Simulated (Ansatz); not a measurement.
# Zn (P6_3/mmc) in Ansatz: single point with PBEsol

Aim: the single point of Zn with PBEsol.

All numbers are computed with Ansatz 0.2.0; they aren't measurements. Logs are shortened: lines on timing, memory, paths and dates and some standing lists are left out, and cuts for length are marked.

**1. The undisturbed crystal**

Symmetry: P6_3/mmc, No. 194, hexagonal system. The conventional cell has a = 2.670 Å, b = 2.670 Å, c = 4.966 Å, α = 90.00°, β = 90.00°, γ = 120.00°. Zn (site symmetry -6m2) has 12 Zn at 2.67 to 2.92 Å as nearest neighbours.

**2. Single point, PBEsol (strain_shear_xy = 0)**

The input, input.yaml:

```yaml
crystal:
  lattice:
    - [2.67, 0.0, 0.0]
    - [-1.335, 2.3122878281, 0.0]
    - [0.0, 0.0, 4.966]
  atoms:
    - { symbol: Zn, position: [0.6666666667, 0.3333333333, 0.75] }
    - { symbol: Zn, position: [0.3333333333, 0.6666666667, 0.25] }
kpoints:
  mp_grid: { grid: [11, 11, 6] }
scf:
  occupations: { method: fermi_dirac, width: 0.05 }
hamiltonian:
  xc: pbesol
  pseudopotentials: { kind: all_electron, lapw: { basis_error: 0.001 } }
output:
  forces: true
  stress: true
  eigenvalues: true
```

Potentials or basis: all-electron LAPW, scalar-relativistic.

The run is started by

```sh
> ansatz run input.yaml --threads 1 --pin off --max-ram 3072MiB --backend cpu --events-out ev --progress --plain --runs-dir out
```

The program printed:

```text
Warning: RAYON_NUM_THREADS=1 ignored (pool sized by the plan → 1); use --threads N
LAPW: plane waves up to 8.324 Å⁻¹, error target 1.0e-3 eV per atom; small_component_spin mean_spin; Zn in spheres of 1.335 Å, 20 of its electrons in bands, Dirac shells [] (how accurate: hamiltonian.pseudopotentials.lapw.basis_error, Limitations)
Engine: ansatz 0.2.0, aarch64-unknown-linux-gnu
Pseudopotentials: kind: all_electron
Pseudopotential: Zn, LAPW, valence charge 20, lapw/all_electron/scalar/gaussian/Zn, Koelling and Harmon's equation, gaussian nucleus
Functional definition: PBEsol
  exchange = pbesol_x
  correlation = pbesol_c
Crystal: 2 atoms, lattice volume = 30.659 Å³
Basis set: ecut = 263.9710839805447 eV, 313 PW (Γ), exchange–correlation at level 2
Bands: 24, of which v1, the nominal top of the filled ones, is band 20 counted from 1 (19 counted from 0)
Symmetry: 24 space group operations
Space group: P63/mmc (ITA 194), of the structure as read, at distance tolerance 3.1e-5 Å
k-points: 64 of 726
Non-local potential: Zn, projectors of the file, none
Initial density: superposition of atomic densities (chi_scale 0.1, normalization cell)
Initial wavefunctions: plane waves of lowest kinetic energy (no species holds an atomic orbital)
Functional: x = pbesol(κ = 0.804, μ = 0.12345679012345678), c = pbesol(β = 0.046)
iter 1 solved again at ethr=1.80e-4 eV; its pass at ethr=1.00e-1 eV (dr2=7.22e-2 eV) is discarded
SCF iter   1: F=—  HF=-97670.028138 eV  |F-HF|=—  |Δ(HF+E_count)|=         —  Δρ=1.98e-2  dr2=7.24e-2  ethr=1.80e-4  ⟨swp⟩=3.0  Hψ=10210  notcnv=0
preconditioner: auto → Kerker (q_TF=auto, 2.852 Å⁻¹)  [metal: Δε(μ)=0.072 eV  Ē_g=12.296 eV  σ=0.050 eV  W_gap=0.33  n_scr=10 (ndim 8)  ℏωp=32.9 eV  f_vac=0.000  D(μ)=0.57/eV (n_scr^D=2)]
SCF iter   2: F=—  HF=-97669.908676 eV  |F-HF|=—  |Δ(HF+E_count)|=   1.19e-1  Δρ=7.79e-3  dr2=1.57e-2  ethr=1.80e-4  ⟨swp⟩=3.0  Hψ=5108  notcnv=0
SCF iter   3: F=—  HF=-97669.779317 eV  |F-HF|=—  |Δ(HF+E_count)|=   1.29e-1  Δρ=8.91e-3  dr2=1.83e-2  ethr=3.93e-5  ⟨swp⟩=3.0  Hψ=4799  notcnv=0
SCF iter   4: F=—  HF=-97669.771320 eV  |F-HF|=—  |Δ(HF+E_count)|=   8.00e-3  Δρ=3.62e-3  dr2=3.76e-3  ethr=3.93e-5  ⟨swp⟩=2.0  Hψ=4424  notcnv=0
iter 5 solved again at ethr=2.90e-7 eV; its pass at ethr=9.40e-6 eV (dr2=1.16e-4 eV) is discarded
SCF iter   5: F=—  HF=-97669.771649 eV  |F-HF|=—  |Δ(HF+E_count)|=   3.29e-4  Δρ=6.38e-4  dr2=1.16e-4  ethr=2.90e-7  ⟨swp⟩=2.0  Hψ=7572  notcnv=0
SCF iter   6: F=—  HF=-97669.771614 eV  |F-HF|=—  |Δ(HF+E_count)|=   3.47e-5  Δρ=1.20e-4  dr2=4.02e-6  ethr=2.90e-7  ⟨swp⟩=2.0  Hψ=4424  notcnv=0
SCF iter   7: F=—  HF=-97669.771612 eV  |F-HF|=—  |Δ(HF+E_count)|=   1.93e-6  Δρ=2.49e-5  dr2=2.46e-7  ethr=1.01e-8  ⟨swp⟩=2.0  Hψ=4424  notcnv=0
SCF iter   8: F=-97669.771612 eV  HF=-97669.771612 eV  |F-HF|=1.80e-8  |Δ(HF+E_count)|=   4.51e-8  Δρ=5.36e-6  dr2=9.71e-9  ethr=6.15e-10  ⟨swp⟩=2.0  Hψ=4424  notcnv=0
SCF 1 converged in 8 iterations: F = -97669.771612 eV  dr2 = 9.71e-9
SCF converged after 8 iterations
Free energy (F): -97669.771612 eV
Harris-Foulkes:  -97669.771612 eV  (|F-HF|=1.80e-8)
Internal energy: -97669.766898 eV  (E = F + TS)
E sigma→0 (E₀):  -97669.769255 eV
Entropy (-TS):   -0.004714 eV (-2.357 meV/atom)
Fermi energy:    13.432474 eV
--- Per-component energies (eV) ---
  E_band       = -1094.174386
  E_kinetic    = 99453.557185
  E_xc         = -3822.191059
  E_electrostatic = -193301.133024  (all electrons and nuclei)
  E_smearing   = -0.004714  (= −TS)
  E_closure    = 0.000000  (closes the sum)
  E_atoms      = -97666.664271  (free atoms, spherical and without spin; not in F)
  Σ components = -97669.771612   (vs F -97669.771612, Δ=0.00e0)
  Basis errors (estimates in eV, not in F): energy 2.6e-4 per atom: plane waves 2.4e-4 (1.3e-4 summed), levels above the bands 3.7e-60, relativity 6.9e-9, radial functions 1.5e-5, core shells 1.1e-11; eigenvalues (radial functions only) 1.3e-5; not estimated: angular momenta, meshes, grids; target (lapw.basis_error) 1.0e-3; muffin-tin radii Zn 1.335 Å
--- Forces (eV/Å), atoms counted from 1 ---
  atom   1  Zn    -0.00000000    -0.00000000    -0.00000000
  atom   2  Zn    -0.00000000     0.00000000     0.00000000
  max |Σ_I F_I| component: 1.39e-17 eV/Å
--- Stress (GPa, compression-positive) ---
       -5.637761       0.000000       0.000000
       -0.000000      -5.637761       0.000000
        0.000000       0.000000      -5.588759
  P = ⅓ Tr σ = -5.6214 GPa (-56.214 kbar)
--- Band table (eV; the first three rows and the last of 64) ---
  k-point 0: bands = ["-112.6027", "-112.6019", "-66.9308", "-66.9191", "-66.9014", "-66.9014", "-66.9001", "-66.9001", "3.2147", "5.0358", "5.7377", "5.9712", "5.9712", "6.0205", "6.0205", "6.3474", "6.3474", "6.5526", "6.5526", "9.9466", "10.5144", "26.9608", "30.5196", "30.8263"]
  k-point 1: bands = ["-112.6027", "-112.6019", "-66.9300", "-66.9199", "-66.9013", "-66.9013", "-66.9002", "-66.9002", "3.3806", "5.0155", "5.7420", "5.9693", "5.9693", "6.0132", "6.0132", "6.3664", "6.3664", "6.5428", "6.5428", "8.2857", "12.5423", "24.5916", "30.9911", "30.9911"]
  k-point 2: bands = ["-112.6025", "-112.6021", "-66.9279", "-66.9220", "-66.9011", "-66.9011", "-66.9004", "-66.9004", "3.8516", "4.8972", "5.7842", "5.9693", "5.9693", "5.9958", "5.9958", "6.4131", "6.4131", "6.5138", "6.5138", "6.8243", "15.1549", "21.2571", "31.4587", "31.4587"]
  k-point 63: bands = ["-112.5994", "-112.5994", "-66.9248", "-66.9248", "-66.9206", "-66.9206", "-66.9169", "-66.9169", "5.6643", "5.6643", "5.8006", "5.8006", "6.0104", "6.0104", "6.2311", "6.2311", "6.5483", "6.5483", "13.8594", "13.8594", "14.8587", "14.8587", "17.0511", "17.0511"]
```

Wall time 12 s (1 thread of Arm Neoverse V2, shared host); peak memory 0.32 GiB.

Results:

| Item | Value |
| --- | --- |
| Free energy | -97669.7716 eV |
| Pressure | -5.6 GPa |
| Band gap on the k mesh | none (metal or under the smearing width) |
